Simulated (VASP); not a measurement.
# SnO2 (Cassiterite) (P4_2/mnm) in VASP: a series of runs, part 2 of 2

VASP 6.6.1. Earlier steps stand in the parts before.

## Step 3: Band structure, HSE06

The input, POSCAR:

```
SnO2                                    
1.0
    4.7714001635      0.0000000000      0.0000000000
   -0.0000000000      4.7714001635      0.0000000000
    0.0000000000      0.0000000000      3.2165924138
  Sn              O             
     2     4
Direct
     1.0000000000000000    0.0000000000000000    0.0000000000000000
     0.5000000000000000    0.5000000000000000    0.5000000000000000
     0.3062614065705972    0.3062614065705972    0.0000000000000000
     0.1937385934294028    0.8062614065705972    0.5000000000000000
     0.6937385934294028    0.6937385934294028    0.0000000000000000
     0.8062614065705972    0.1937385934294028    0.5000000000000000
```

The input, INCAR.step1:

```
SYSTEM = SnO2
PREC = Accurate
ENCUT = 520
EDIFF = 1E-5
ISMEAR = 0
SIGMA = 0.03
LREAL = .FALSE.
LASPH = .TRUE.
NELM = 80
ALGO = Normal
ISIF = 2
LWAVE = .TRUE.
LCHARG = .FALSE.
NBANDS = 35
KPAR = 4
GGA = PE
```

The input, INCAR.step2:

```
SYSTEM = SnO2
PREC = Accurate
ENCUT = 520
EDIFF = 1E-6
ISMEAR = 0
SIGMA = 0.03
LREAL = .FALSE.
LASPH = .TRUE.
NELM = 80
ALGO = Normal
ISIF = 2
LWAVE = .FALSE.
LCHARG = .FALSE.
GGA = PE
LHFCALC = .TRUE.
HFSCREEN = 0.2
PRECFOCK = Fast
NBANDS = 35
KPAR = 4
ISTART = 1
```

The input, KPOINTS:

```
regular mesh
0
G
  4 4 6
  0 0 0
```

The input, KPOINTS_OPT:

```
explicit points
6
Reciprocal
 0.0000000000  0.0000000000  0.0000000000 1
 0.5000000000  0.5000000000  0.5000000000 1
 0.5000000000  0.5000000000  0.0000000000 1
 0.0000000000  0.5000000000  0.5000000000 1
 0.0000000000  0.5000000000  0.0000000000 1
 0.0000000000  0.0000000000  0.5000000000 1
```

Potentials or basis: VASP PAW PBE potentials, release 64 (Sn_d, O).

Started as:

```console
$ cat potpaw_PBE.64/Sn_d/POTCAR potpaw_PBE.64/O/POTCAR > POTCAR
$ cp INCAR.step1 INCAR
$ mpirun -np 4 vasp_std > vasp.out
$ cp INCAR.step2 INCAR
$ mpirun -np 4 vasp_std > vasp.out
```

OUTCAR:

```text
SYSTEM = SnO2
   PREC = Accurate
   ENCUT = 520
   EDIFF = 1E-6
   ISMEAR = 0
   LREAL = .FALSE.
   LASPH = .TRUE.
   NELM = 80
   ISIF = 2
   GGA = PE
   LHFCALC = .TRUE.
   HFSCREEN = 0.2
   PRECFOCK = Fast
   ISTART = 1

 ion  position               nearest neighbor table
   1  0.000  0.000  0.000-   3 2.07   5 2.07   4 2.07   6 2.07   4 2.07   6 2.07   2 3.74   2 3.74
                             2 3.74   2 3.74   2 3.74   2 3.74   2 3.74   2 3.74
   2  0.500  0.500  0.500-   4 2.07   6 2.07   5 2.07   3 2.07   3 2.07   5 2.07   1 3.74   1 3.74
                             1 3.74   1 3.74   1 3.74   1 3.74   1 3.74   1 3.74
   3  0.306  0.306  0.000-   1 2.07   2 2.07   2 2.07
   4  0.194  0.806  0.500-   2 2.07   1 2.07   1 2.07
   5  0.694  0.694  0.000-   1 2.07   2 2.07   2 2.07
   6  0.806  0.194  0.500-   2 2.07   1 2.07   1 2.07

  LATTYP: Found a simple tetragonal cell.
 ALAT       =     4.7714001635
 C/A-ratio  =     0.6741401483

  Lattice vectors:

 A1 = (   4.7714001635,   0.0000000000,   0.0000000000)
 A2 = (   0.0000000000,   4.7714001635,   0.0000000000)
 A3 = (   0.0000000000,   0.0000000000,   3.2165924138)

Analysis of symmetry for initial positions (statically):
=====================================================================
 Subroutine PRICEL returns:
 Original cell was already a primitive cell.

 Routine SETGRP: Setting up the symmetry group for a
 simple tetragonal supercell.

 Subroutine GETGRP returns: Found 16 space group operations
 (whereof  8 operations were pure point group operations)
 out of a pool of 16 trial point group operations.

The static configuration has the point symmetry D_2h.
 The point group associated with its full space group is D_4h.

Analysis of symmetry for dynamics (positions and initial velocities):
=====================================================================
 Subroutine PRICEL returns:
 Original cell was already a primitive cell.

 Routine SETGRP: Setting up the symmetry group for a
 simple tetragonal supercell.

 Subroutine GETGRP returns: Found 16 space group operations
 (whereof  8 operations were pure point group operations)
 out of a pool of 16 trial point group operations.

The dynamic configuration has the point symmetry D_2h.
 The point group associated with its full space group is D_4h.

 Subroutine INISYM returns: Found 16 space group operations
 (whereof  8 operations are pure point group operations),
 and found     1 'primitive' translations

----------------------------------------------------------------------------------------

                                     Primitive cell

  volume of cell :      73.2298

  direct lattice vectors                    reciprocal lattice vectors
     4.771400164  0.000000000  0.000000000     0.209582086  0.000000000  0.000000000
     0.000000000  4.771400164  0.000000000     0.000000000  0.209582086  0.000000000
     0.000000000  0.000000000  3.216592414     0.000000000  0.000000000  0.310888005

  length of vectors
     4.771400164  4.771400164  3.216592414     0.209582086  0.209582086  0.310888005

  position of ions in fractional coordinates (direct lattice)
     0.000000000  0.000000000  0.000000000
[... 68 lines left out ...]
   number of dos      NEDOS =    301   number of ions     NIONS =      6
   total plane-waves  NPLWV =  31104
   dimension x,y,z NGX =    36 NGY =   36 NGZ =   24
   dimension x,y,z NGXF=    72 NGYF=   72 NGZF=   48
   ions per type =               2   4
   NGX,Y,Z   is equivalent  to a cutoff of  12.54, 12.54, 12.40 a.u.
   NGXF,Y,Z  is equivalent  to a cutoff of  25.09, 25.09, 24.81 a.u.
 SYSTEM =  SnO2
   PREC   = accura    normal or accurate (medium, high low for compatibility)
   ISTART =      1    job   : 0-new  1-cont  2-samecut
   ICHARG =      0    charge: 1-file 2-atom 10-const
   ISPIN  =      1    spin polarized calculation?
   LNONCOLLINEAR =      F non collinear calculations
   LSORBIT =      F    spin-orbit coupling
   LASPH  =      T    aspherical Exc in radial PAW
   ENCUT  =  520.0 eV  38.22 Ry    6.18 a.u.   8.87  8.87  5.98*2*pi/ulx,y,z
   NELM   =     80;   NELMIN=  2; NELMDL=  0     # of ELM steps
   EDIFF  = 0.1E-05   stopping-criterion for ELM
   LREAL  =      F    real-space projection
   EDIFFG = 0.1E-04   stopping-criterion for IOM
   NSW    =      0    number of steps for IOM
   IBRION =     -1    ionic relax: 0-MD 1-quasi-New 2-CG
   NFREE  =      0    steps in history (QN), initial steepest desc. (CG)
   ISIF   =      2    stress and relaxation
   ISYM   =      3    0-nonsym 1-usesym 2-fastsym
   POTIM  = 0.5000    time-step for ionic-motion
   TEBEG  =    0.0;   TEEND  =   0.0 temperature during run
   PSTRESS=    0.0 pullay stress
   NELECT =      52.0000    total number of electrons
   NUPDOWN=      -1.0000    fix difference up-down
   EMIN   =  10.00;   EMAX   =-10.00  energy-range for DOS
   EFERMI =   0.00;   METHOD = LEGACY
   ISMEAR =     0;   SIGMA  =   0.03  broadening in eV -4-tet -1-fermi 0-gaus
   EFERMI_NEDOS =   21; number of points for ismear=-14 and -15
   IALGO  =     38    algorithm
   IMIX   =      1    mixing-type and parameters
     AMIX     =   0.40;   BMIX     =  1.00
     AMIX_MAG =   1.60;   BMIX_MAG =  1.00
  volume/ion in A,a.u.               =      12.20        82.36
  Fermi-wavevector in a.u.,A,eV,Ry     =   1.460540  2.760020 29.023625  2.133176
  Thomas-Fermi vector in A             =   2.576977
   LORBIT       =      0    0 simple, 1 ext, 2 COOP (PROOUT), +10 PAW based schemes
   GGA     = PE    functional components
   LHFCALC =     T    Hartree Fock is set to
   PRECFOCK=fast      Normal, Fast or Accurate (Low or Medium for compatibility)
   ENCUT4O =  -1.0   cutoff for four orbital integrals eV
   NKREDX  =     1    reduce k-point grid by
   NKREDY  =     1    reduce k-point grid by
   NKREDZ  =     1    reduce k-point grid by
   AEXX    =    0.2500 exact exchange contribution
   HFSCREEN=    0.2000 screening length (either q_TF or 0.3 A-1)
   HFSCREENC=   0.2000 screening length for correlation (either q_TF or 0.3 A-1)
   ENCUTFOCK=  -1.0 apply spherical cutoff to Coloumb kernel
   IVDW    =     0    specifies the selected vdW correction
   LEPSILON=     F    determine dielectric tensor
   LRPA    =     F    only Hartree local field effects (RPA)
 non-spin polarized calculation
 Gauss-broadening in eV      SIGMA  =   0.03
  energy-cutoff  :      520.00
  volume of cell :       73.23
 maximum number of plane-waves:      1996
 NGX is ok and might be reduce to    36
  NGX = 20; NGY = 20; NGZ = 14

 number of electron      52.0000009 magnetization

 Free energy of the ion-electron system (eV)
  ---------------------------------------------------
  ext. energy  EPLUGINS =         0.00000000
  ---------------------------------------------------
  free energy    TOTEN  =       -47.48098175 eV

  energy without entropy =      -47.48098175  energy(sigma->0) =      -47.48098175

 E-fermi :   4.7016     XC(G=0):  -9.1157

 val. band max:        4.5173377824   @ k =   0.0000   0.0000   0.0000
 cond. band min:       7.2470025944   @ k =   0.0000   0.0000   0.0000
 fundamental gap:      2.7296648119
 Fermi energy:         4.7015945182

 k-point     1 :       0.0000    0.0000    0.0000
  band No.  band energies     occupation
      1     -17.9269      2.00000
      2     -17.0674      2.00000
      3     -16.8164      2.00000
      4     -16.8164      2.00000
      5     -16.7916      2.00000
      6     -16.7416      2.00000
[... 901 lines left out ...]
     34      17.8669      0.00000
     35      19.5919      0.00000

------------------------ aborting loop because EDIFF is reached ----------------------------------------

  FORCE on cell =-STRESS in cart. coord.  units (eV):
  Direction    XX          YY          ZZ          XY          YZ          ZX
  --------------------------------------------------------------------------------------
  -------------------------------------------------------------------------------------
  Total       -1.0136745     -1.0136745     -1.8788924     -0.0000000      0.0000000      0.0000000
  in kB      -22.1779494    -22.1779494    -41.1078514     -0.0000000      0.0000000      0.0000000
  external PRESSURE =     -28.4879167 kB  Pullay stress =       0.0000000 kB

 VOLUME and BASIS-vectors are now :
 -----------------------------------------------------------------------------
  energy-cutoff  :      520.00
  volume of cell :       73.23
      direct lattice vectors                 reciprocal lattice vectors
     4.771400164  0.000000000  0.000000000     0.209582086  0.000000000  0.000000000
     0.000000000  4.771400164  0.000000000     0.000000000  0.209582086  0.000000000
     0.000000000  0.000000000  3.216592414     0.000000000  0.000000000  0.310888005

 POSITION                                       TOTAL-FORCE (eV/Angst)
 -----------------------------------------------------------------------------------
      0.00000      0.00000      0.00000         0.000000      0.000000      0.000000
      2.38570      2.38570      1.60830         0.000000      0.000000      0.000000
      1.46130      1.46130      0.00000         0.019657      0.019657      0.000000
      0.92440      3.84700      1.60830        -0.019657      0.019657     -0.000000
      3.31010      3.31010      0.00000        -0.019657     -0.019657     -0.000000
      3.84700      0.92440      1.60830         0.019657     -0.019657      0.000000
 -----------------------------------------------------------------------------------
    total drift:                               -0.000005     -0.000003     -0.000002

  FREE ENERGIE OF THE ION-ELECTRON SYSTEM (eV)
  ---------------------------------------------------
  free  energy   TOTEN  =       -47.4809817518 eV

  energy  without entropy=      -47.4809817518  energy(sigma->0) =      -47.48098175
```

Run time: 25 min. Hardware: 4 MPI ranks of Intel Xeon 6975P-C (Granite Rapids), shared host; peak memory 0.41 GiB.

What came out:

```yaml
Free_energy: -47.4810 eV
Pressure: -2.8 GPa
Largest_force: 0.028 eV/Å
Band_gap_on_the_k_mesh: 2.73 eV, direct
Band_gap_along_the_path: 2.73 eV, direct
```

Forces on the atoms (eV/Å):
```
Sn   0.000  0.000  0.000
Sn   0.000  0.000  0.000
O    0.020  0.020  0.000
O   -0.020  0.020  0.000
O   -0.020 -0.020  0.000
O    0.020 -0.020  0.000
```

Stress tensor (GPa, compression positive):
```
-2.22  0.00  0.00
 0.00 -2.22  0.00
 0.00  0.00 -4.11
```

Levels at points of the mesh, in eV from the valence-band top:
```csv
k point,band 22,band 23,band 24,band 25,band 26,band 27,band 28,band 29,band 30,band 31
"(0.00, 0.00, 0.00)",-1.04,-1.04,-0.69,-0.69,0.00,2.73,7.99,8.09,8.09,12.27
"(0.50, 0.00, 0.00)",-1.93,-0.98,-0.98,-0.58,-0.58,6.09,6.09,8.88,8.88,13.05
"(0.50, 0.50, 0.00)",-1.90,-1.13,-1.13,-0.95,-0.95,6.57,6.57,9.30,9.30,13.08
"(0.00, 0.00, 0.50)",-2.46,-1.71,-1.71,-1.32,-1.32,8.08,8.08,11.69,11.69,12.76
"(0.50, 0.00, 0.50)",-1.74,-1.11,-1.11,-0.52,-0.52,8.37,8.37,9.90,9.90,13.13
"(0.50, 0.50, 0.50)",-2.23,-0.93,-0.93,-0.88,-0.88,6.61,6.61,10.77,10.77,13.14
```

Caveat: the PAW data sets were made with another functional, which shifts forces and pressure a little; spin-orbit coupling is left out, which moves the levels of the heavy elements.

## Step 4: Band structure, PBE0

POSCAR is that of step 3.

INCAR.step1 is that of step 3.

INCAR.step2: that of step 3 with these lines changed.

```diff
@@ -15,4 +15,5 @@
 LHFCALC = .TRUE.
-HFSCREEN = 0.2
+AEXX = 0.25
 PRECFOCK = Fast
+HFRCUT = -1
 NBANDS = 35
```

KPOINTS is that of step 3.

KPOINTS_OPT is that of step 3.

Started as:

```console
$ cat potpaw_PBE.64/Sn_d/POTCAR potpaw_PBE.64/O/POTCAR > POTCAR
$ cp INCAR.step1 INCAR
$ mpirun -np 4 vasp_std > vasp.out
$ cp INCAR.step2 INCAR
$ mpirun -np 4 vasp_std > vasp.out
```

It took 25 min on 4 MPI ranks of Intel Xeon 6975P-C (Granite Rapids), shared host; peak memory 0.32 GiB.

Results (log left out):

| Property | Result |
| --- | --- |
| Free energy | -50.5555 eV |
| Pressure | -2.9 GPa |
| Largest force | 0.026 eV/Å |
| Band gap on the k mesh | 3.43 eV, direct |
| Band gap along the path | 3.43 eV, direct |

Forces on the atoms (eV/Å):
```
Sn   0.000  0.000  0.000
Sn   0.000  0.000  0.000
O    0.018  0.018  0.000
O   -0.018  0.018  0.000
O   -0.018 -0.018  0.000
O    0.018 -0.018  0.000
```

Stress tensor (GPa, compression positive):
```
-2.33  0.00  0.00
 0.00 -2.33  0.00
 0.00  0.00 -4.13
```

Levels at points of the mesh, in eV from the valence-band top:
| k point | band 22 | band 23 | band 24 | band 25 | band 26 | band 27 | band 28 | band 29 | band 30 | band 31 |
| --- | --- | --- | --- | --- | --- | --- | --- | --- | --- | --- |
| (0.00, 0.00, 0.00) | -1.04 | -1.04 | -0.68 | -0.68 | 0.00 | 3.43 | 8.73 | 8.82 | 8.82 | 12.99 |
| (0.50, 0.00, 0.00) | -1.93 | -0.98 | -0.98 | -0.58 | -0.58 | 6.83 | 6.83 | 9.62 | 9.62 | 13.81 |
| (0.50, 0.50, 0.00) | -1.91 | -1.12 | -1.12 | -0.96 | -0.96 | 7.32 | 7.32 | 10.05 | 10.05 | 13.84 |
| (0.00, 0.00, 0.50) | -2.46 | -1.73 | -1.73 | -1.32 | -1.32 | 8.84 | 8.84 | 12.43 | 12.43 | 13.51 |
| (0.50, 0.00, 0.50) | -1.75 | -1.12 | -1.12 | -0.51 | -0.51 | 9.13 | 9.13 | 10.64 | 10.64 | 13.88 |
| (0.50, 0.50, 0.50) | -2.23 | -0.93 | -0.93 | -0.88 | -0.88 | 7.35 | 7.35 | 11.50 | 11.50 | 13.89 |

Caveat: the PAW data sets were made with another functional, which shifts forces and pressure a little; spin-orbit coupling is left out, which moves the levels of the heavy elements.

## Step 5: The runs side by side

| level | screening parameter | exchange at q = 0 | gap on the mesh (eV) | pressure (GPa) | largest force (eV/Å) |
| --- | --- | --- | --- | --- | --- |
| PBE | - | - | 0.98 | 6.3 | 0.06 |
| HSE06 | 0.2 1/A | - | 2.73 | -2.8 | 0.03 |
| PBE0 | - | truncated | 3.43 | -2.9 | 0.03 |

Alike in all rows: task band structure; potentials or basis VASP PAW PBE potentials, release 64 (Sn_d, O); no spin polarisation; cell as given; k mesh 4 × 4 × 6; cutoff (eV) 520; smearing gaussian 0.03 eV.

On the cell as given the gap runs from 0.98 eV (PBE) to 3.43 eV (PBE0). The pressure there spans -2.9 GPa (PBE0) to 6.3 GPa (PBE); a positive pressure means that this level wants a larger cell, a negative one a smaller.

Caveats: spin-orbit coupling is left out, which moves the levels of the heavy elements; the PAW data sets were made with another functional, which shifts forces and pressure a little (some runs).

Total energies depend on the potentials used, so only differences within one code and one set of settings carry meaning.
